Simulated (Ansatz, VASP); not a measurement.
## Two plane-wave programs on AlCu

INCAR

```
  ALGO = Normal
  EDIFF = 1E-6
  ENCUT = 520
  GGA = PS
  ISIF = 2
  ISMEAR = 0
  LASPH = True
  LCHARG = False
  LREAL = False
  LWAVE = False
  NBANDS = 14
  NELM = 100
  PREC = Accurate
  SIGMA = 0.1
```

The input KPOINTS:

```
k-points
0
Gamma
  14 14 14
```

File POSCAR:

```
AlCu
1.0
    3.1414194071      0.0000000000      0.0000000000
    0.0000000000      3.1414194071      0.0000000000
    0.0000000000      0.0000000000      3.1414194071
Al Cu
1 1
Direct
    0.0000000000      0.0000000000      0.0000000000
    0.5000000000      0.5000000000      0.5000000000
```

Input for Ansatz:

```yaml
crystal:
  lattice:
    - [3.1414194071, 0.0, 0.0]
    - [0.0, 3.1414194071, 0.0]
    - [0.0, 0.0, 3.1414194071]
  atoms:
    - { symbol: Al, position: [0.0, 0.0, 0.0] }
    - { symbol: Cu, position: [0.5, 0.5, 0.5] }
basis:
  ecutwfc: 420
kpoints:
  mp_grid: { grid: [14, 14, 14] }
hamiltonian:
  xc: pbesol
scf:
  occupations: { method: gaussian, width: 0.1 }
output:
  forces: true
  stress: true
  eigenvalues: true
```

Alike in both runs: task single point; functional PBEsol; k mesh 14 × 14 × 14; occupations gaussian, width 0.1 eV; no spin polarisation.

```csv
,VASP,Ansatz
version,VASP 6.6.1,Ansatz 0.2.0
potentials or method,"VASP PAW PBE potentials, release 64 (Al, Cu)","scalar-relativistic, plane waves, PAW"
plane-wave cutoff (eV),520,420
valence electrons in the cell,14,22
```

```csv
,VASP,Ansatz,Ansatz less VASP
gap on the k mesh at the Fermi level (eV),none,none,-
pressure (GPa),-14.1,-15.1,-0.98
```

A gap of «none» marks a metal or a gap that the smearing closes. With one functional, cell and mesh, what is left measures potentials, basis and numerics. The two sets of potentials don't hold the same shells in valence.

Caveats: the PAW data sets were made with another functional, which shifts forces and pressure a little (VASP).
